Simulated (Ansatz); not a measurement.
# Al (Im-3m) in Ansatz: relaxation of cell and atoms with LDA

Aim: the relaxation of cell and atoms of Al with LDA.

All numbers are computed with Ansatz 0.2.0; they aren't measurements. Logs are shortened: lines on timing, memory, paths and dates and some standing lists are left out, and cuts for length are marked.

### Step 1. Starting point

Symmetry: Im-3m, No. 229, cubic system. Conventional cell: a = 3.182 Å, b = 3.182 Å, c = 3.182 Å, α = 90.00°, β = 90.00°, γ = 90.00°. Al (site symmetry m-3m) is surrounded by 8 Al at 2.76 Å.

This isn't the form of Al at room conditions, which is fcc.

### Step 2. Relaxation of cell and atoms, LDA

File input.yaml:

```yaml
crystal:
  lattice:
    - [-1.59121869, 1.59121869, 1.59121869]
    - [1.59121869, -1.59121869, 1.59121869]
    - [1.59121869, 1.59121869, -1.59121869]
  atoms:
    - { symbol: Al, position: [0.0, 0.0, 0.0] }
kpoints:
  mp_grid: { grid: [12, 12, 12] }
scf:
  occupations: { method: gaussian, width: 0.01 }
hamiltonian:
  xc: lda
  pseudopotentials: { kind: all_electron, lapw: { basis_error: 0.001 } }
output:
  forces: true
  stress: true
relax:
  f_tol: 0.02
  max_steps: 60
  cell: {}
```

Potentials or basis: all-electron LAPW, scalar-relativistic.

Run with:

```sh
> ansatz run input.yaml --threads 1 --pin off --max-ram 3072MiB --backend cpu --events-out ev --progress --plain --runs-dir out
```

The program printed:

```text
Warning: RAYON_NUM_THREADS=1 ignored (pool sized by the plan → 1); use --threads N
The last accepted step is kept in <dir> (removed where the run ends without a failure and the disk answers)
LAPW: plane waves up to 6.541 Å⁻¹, error target 1.0e-3 eV per atom; small_component_spin mean_spin; Al in spheres of 1.337 Å, 11 of its electrons in bands, Dirac shells [] (how accurate: hamiltonian.pseudopotentials.lapw.basis_error, Limitations)
Engine: ansatz 0.2.0, x86_64-unknown-linux-gnu
Pseudopotentials: kind: all_electron
Pseudopotential: Al, LAPW, valence charge 11, lapw/all_electron/scalar/gaussian/Al, Koelling and Harmon's equation, gaussian nucleus
Functional definition: SPW92
  exchange = slater_x
  correlation = pw_c
Crystal: 1 atoms, lattice volume = 16.116 Å³
Basis set: ecut = 163.00052953542453 eV, 79 PW (Γ), exchange–correlation at level 2
Bands: 10, of which v1, the nominal top of the filled ones, is band 6 counted from 1 (5 counted from 0)
Symmetry: 48 space group operations
Space group: Im-3m (ITA 229), of the structure as read, at distance tolerance 2.5e-5 Å
k-points: 72 of 1728
Non-local potential: Al, projectors of the file, none
Initial density: superposition of atomic densities (chi_scale 0.1, normalization cell)
Initial wavefunctions: plane waves of lowest kinetic energy (no species holds an atomic orbital)
Functional: x = slater, c = lda
iter 1 solved again at ethr=1.59e-4 eV; its pass at ethr=1.00e-1 eV (dr2=1.75e-2 eV) is discarded
SCF iter   1: F=—  HF=-6582.892514 eV  |F-HF|=—  |Δ(HF+E_count)|=         —  Δρ=1.25e-2  dr2=1.76e-2  ethr=1.59e-4  ⟨swp⟩=3.1  Hψ=5472  notcnv=0
preconditioner: auto → none  [insulator: Δε(μ)=0.070 eV  Ē_g=13.407 eV  σ=0.010 eV  W_gap=0.71  n_scr=0 (ndim 8)  ℏωp=16.0 eV  f_vac=0.000  D(μ)=1.35/eV (n_scr^D=12)  ε∞_Penn≈2.4]
SCF iter   2: F=—  HF=-6582.867295 eV  |F-HF|=—  |Δ(HF+E_count)|=   2.52e-2  Δρ=5.55e-3  dr2=3.33e-3  ethr=1.59e-4  ⟨swp⟩=2.0  Hψ=2218  notcnv=0
iter 3 solved again at ethr=6.49e-8 eV; its pass at ethr=3.03e-5 eV (dr2=7.14e-6 eV) is discarded
SCF iter   3: F=—  HF=-6582.862120 eV  |F-HF|=—  |Δ(HF+E_count)|=   5.17e-3  Δρ=3.09e-4  dr2=7.17e-6  ethr=6.49e-8  ⟨swp⟩=2.6  Hψ=3729  notcnv=0
SCF iter   4: F=—  HF=-6582.862101 eV  |F-HF|=—  |Δ(HF+E_count)|=   1.89e-5  Δρ=8.60e-5  dr2=6.43e-7  ethr=6.49e-8  ⟨swp⟩=2.0  Hψ=1889  notcnv=0
SCF iter   5: F=-6582.862101 eV  HF=-6582.862101 eV  |F-HF|=1.88e-10  |Δ(HF+E_count)|=   2.64e-7  Δρ=1.87e-6  dr2=2.90e-10  ethr=5.84e-9  ⟨swp⟩=2.0  Hψ=1889  notcnv=0
SCF 1 converged in 5 iterations: F = -6582.862101 eV  dr2 = 2.90e-10
relax step   1: F+E_penalty+E_count = -6582.86210129 eV  Δ(F+E_penalty+E_count) = +0.000e0 eV  max|allowed force component| = 0.000e0 eV/Å  Δτ_max = 0.0000 Å  P = +0.502 GPa  Ω = 16.116 Å³  (5 SCF iters, accepted)
Crystal: 1 atoms, lattice volume = 16.218 Å³
Basis set: ecut = 162.31315708932345 eV, 79 PW (Γ), exchange–correlation at level 2
Initial density: handed on by an earlier stage of this run
Initial wavefunctions: those handed on with the density
iter 1 solved again at ethr=3.20e-9 eV; its pass at ethr=1.00e-1 eV (dr2=3.52e-7 eV) is discarded
SCF iter   1: F=—  HF=-6582.862264 eV  |F-HF|=—  |Δ(HF+E_count)|=         —  Δρ=3.25e-5  dr2=1.15e-7  ethr=3.20e-9  ⟨swp⟩=5.7  Hψ=4803  notcnv=0
preconditioner: auto → none  [insulator: Δε(μ)=0.088 eV  Ē_g=13.323 eV  σ=0.010 eV  W_gap=0.71  n_scr=0 (ndim 8)  ℏωp=16.0 eV  f_vac=0.000  D(μ)=1.35/eV (n_scr^D=12)  ε∞_Penn≈2.4]
SCF iter   2: F=-6582.862264 eV  HF=-6582.862264 eV  |F-HF|=5.47e-9  |Δ(HF+E_count)|=   5.22e-8  Δρ=1.71e-5  dr2=3.22e-8  ethr=1.05e-9  ⟨swp⟩=2.0  Hψ=1895  notcnv=0
SCF 2 converged in 2 iterations: F = -6582.862264 eV  dr2 = 3.22e-8
relax step   2: F+E_penalty+E_count = -6582.86226409 eV  Δ(F+E_penalty+E_count) = -1.628e-4 eV  max|allowed force component| = 0.000e0 eV/Å  Δτ_max = 0.0000 Å  P = +0.010 GPa  Ω = 16.218 Å³  (2 SCF iters, accepted)
iter 1 solved again at ethr=2.93e-10 eV; its pass at ethr=1.00e-1 eV (dr2=3.22e-8 eV) is discarded
SCF iter   1: F=—  HF=-6582.862264 eV  |F-HF|=—  |Δ(HF+E_count)|=         —  Δρ=1.71e-5  dr2=3.22e-8  ethr=2.93e-10  ⟨swp⟩=2.0  Hψ=3672  notcnv=0
SCF iter   2: F=-6582.862264 eV  HF=-6582.862264 eV  |F-HF|=2.30e-9  |Δ(HF+E_count)|=   6.13e-9  Δρ=8.77e-6  dr2=8.50e-9  ethr=2.93e-10  ⟨swp⟩=2.0  Hψ=1895  notcnv=0
SCF 3 converged in 2 iterations: F = -6582.862264 eV  dr2 = 8.50e-9
relax step   3: F+E_penalty+E_count = -6582.86226403 eV  Δ(F+E_penalty+E_count) = +5.783e-8 eV  max|allowed force component| = 0.000e0 eV/Å  Δτ_max = 0.0000 Å  P = +0.010 GPa  Ω = 16.218 Å³  stress off target by 1.02e-2 GPa  SCF on the basis re-selected at this cell (its energy is not comparable with the rows above)  (2 SCF iters)
basis re-selected at this cell: Δ(F+E_penalty+E_count) = +5.783e-8 eV, ΔP = +0.000 GPa vs the last step (what re-selecting the basis moved, after the strain that the cell walked since its last selection, with what the two solves' SCF thresholds leave and, on support functions, any second-order correction that the steps lacked; it is no measure of the basis error at this ecutwfc). This SCF's stress stands 1.02e-2 GPa from its target on what of the cell is left free (relax.cell.stress_tol is 5.00e-2 GPa) and its largest allowed force component is 0.00e0 eV/Å (relax.f_tol is 2.00e-2 eV/Å): within both
SCF converged after 2 iterations
Free energy (F): -6582.862264 eV
Harris-Foulkes:  -6582.862264 eV  (|F-HF|=2.30e-9)
Internal energy: -6582.862197 eV  (E = F + TS)
E sigma→0 (E₀):  -6582.862230 eV
Entropy (-TS):   -0.000067 eV (-0.067 meV/atom)
Fermi energy:    9.802517 eV
--- Per-component energies (eV) ---
  E_band       = -498.917129
  E_kinetic    = 6589.518852
  E_xc         = -481.732245
  E_electrostatic = -12690.648804  (all electrons and nuclei)
  E_smearing   = -0.000067  (= −TS)
  E_closure    = 0.000000  (closes the sum)
  E_atoms      = -6578.785301  (free atoms, spherical and without spin; not in F)
  Σ components = -6582.862264   (vs F -6582.862264, Δ=0.00e0)
  Basis errors (estimates in eV, not in F): energy 3.1e-4 per atom: plane waves 3.0e-4 (1.6e-4 summed), levels above the bands 0.0e0, relativity 1.0e-9, radial functions 5.5e-6, core shells 1.4e-16; eigenvalues (radial functions only) 1.2e-5; not estimated: angular momenta, meshes, grids; target (lapw.basis_error) 1.0e-3; muffin-tin radii Al 1.340 Å
--- Forces (eV/Å), atoms counted from 1 ---
  atom   1  Al    -0.00000000    -0.00000000     0.00000000
  max |Σ_I F_I| component: 2.47e-32 eV/Å
--- Stress (GPa, compression-positive) ---
        0.010191      -0.000000       0.000000
       -0.000000       0.010191      -0.000000
        0.000000      -0.000000       0.010191
  P = ⅓ Tr σ = 0.0102 GPa (0.102 kbar)
--- Relaxed structure (2 steps of the walk, 2 accepted, 1 SCFs on fresh bases) ---
  F+E_penalty+E_count = -6582.86226403 eV   max|allowed force component| = 0.000e0 eV/Å   (the final SCF, on the basis selected at the relaxed cell)
  cell:  # Å, volume = 16.2182 Å³
    - [-1.594584419464137, 1.594584419464137, 1.594584419464137]
    - [1.594584419464137, -1.594584419464137, 1.594584419464137]
    - [1.594584419464137, 1.594584419464137, -1.594584419464137]
  atoms:
    - { symbol: Al, position: [0.0, 0.0, 0.0] }
```

Wall time 3.7 s (1 thread of Intel Xeon at 2.70GHz, shared host); peak memory 0.24 GiB.

What came out:

```
Free energy                            : -6582.8623 eV
Relaxed volume                         : 16.22 Å³/atom
Relaxed cell                           : a = 2.762 Å, b = 2.762 Å, c = 2.762 Å, α = 109.47°, β = 109.47°, γ = 109.47°
Space group after relaxing (to 0.05 Å) : Im-3m (No. 229)
Energy gained by relaxing              : 0.2 meV/atom
Ionic steps                            : 3
Pressure after relaxing                : 0.0 GPa
```

Step by step:
```tsv
step	energy change (eV)	largest force (eV/Å)	volume (Å³)
1	0.0000	0.0000	16.12
2	-0.0002	0.0000	16.22
3	-0.0002	0.0000	16.22
```

Final structure:
```xyz
1
Lattice="-1.5946 1.5946 1.5946 1.5946 -1.5946 1.5946 1.5946 1.5946 -1.5946" Properties=species:S:1:pos:R:3 pbc="T T T"
Al    0.0000    0.0000    0.0000
```
